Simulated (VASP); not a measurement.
Given:

```
ZnTe
1.0
    0.00000     3.11978     3.11978
    3.11978     0.00000     3.11978
    3.11978     3.11978     0.00000
Zn Te
1 1
Cartesian
  3.11978   3.11978   3.11978
  1.55989   1.55989   1.55989
```

These are PBE GGA, VASP's PBE PAW potentials (set 64) (plane waves; VASP) values and carry that method's errors. Settings: 300 eV cut-off, 9×9×9 Γ-centred mesh, Gaussian smearing of 0.010 eV, potentials Zn Te.

At this cut-off the stress carries a Pulay error, which pulls relaxed volumes low.

Q: Give the stress tensor in GPa (positive for a compressed cell).

A: 
```
-1.12   0.00   0.00
 0.00  -1.12   0.00
 0.00   0.00  -1.12
```
The pressure is its mean diagonal, -1.12 GPa.

The structure comes from a computed database's ZnTe entry; how it stands against other phases isn't given here. The cell was not relaxed at this level.
